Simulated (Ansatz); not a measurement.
All numbers below come from Ansatz, DFT PBE, scalar-relativistic, plane waves, PAW. Settings: cutoff 420 eV, Γ-centred meshes spaced at most about 0.3 Å⁻¹, and about 0.25 Å⁻¹ or finer for metals (2π included), Gaussian smearing. Spin is collinear.

All energies are static (0 K, no zero-point motion).

Task: Order these relaxed structures of GaCo4 by energy, lowest first, with the energy over the lowest of them.
A.
(parallel moments up to 1.7 μB)
```
Ga Co
1.0
     0.00000    3.31622    3.31622
     3.31622    0.00000    3.31622
     3.31622    3.31622    0.00000
Ga Co
1 4
Direct
  0.00000 0.00000 0.00000
  0.12534 0.62489 0.62489
  0.62489 0.12534 0.62489
  0.62489 0.62489 0.12534
  0.62489 0.62489 0.62489
```

B.
(parallel moments up to 1.6 μB)
```
Ga Co
1.0
    -2.64542    2.64542    2.64542
     2.64542   -2.64542    2.64542
     2.64542    2.64542   -2.64542
Ga Co
1 4
Direct
  0.00000 0.00000 0.00000
  0.50000 0.50000 0.50000
  0.00000 0.00000 0.50000
  0.00000 0.50000 0.00000
  0.50000 0.00000 0.00000
```

C.
(parallel moments up to 1.6 μB)
```
Ga Co
1.0
     1.29242    0.74618   10.08016
    -1.29242    0.74618   10.08016
     0.00000   -1.49236   10.08016
Ga Co
1 4
Cartesian
  0.0000 0.0000 0.0000
  0.0000 0.0000 12.1706
  0.0000 0.0000 24.1923
  0.0000 0.0000 6.0482
  0.0000 0.0000 18.0699
```

Result: C (0 meV/atom), A (380 meV/atom), B (838 meV/atom). Forms: C R-3m; A F-43m; B Im-3m. Counting all near atoms (those within 1.25 times the shortest distance at each site; a plus sign parts nearer from farther groups): C has Ga 12, Co 12; A has Ga 12, Co 6+3; B has Ga 8, Co 2+6. Origin: A and B, invented; C, reached from a Materials Project cell. Even the lowest of the cells shown lies +0.05 eV/atom against the elements.

Another magnetic order may lie lower. Cells relaxed within their symmetry can be saddle points. Some types were kept out of the candidates beforehand, so the set may lack a known form.
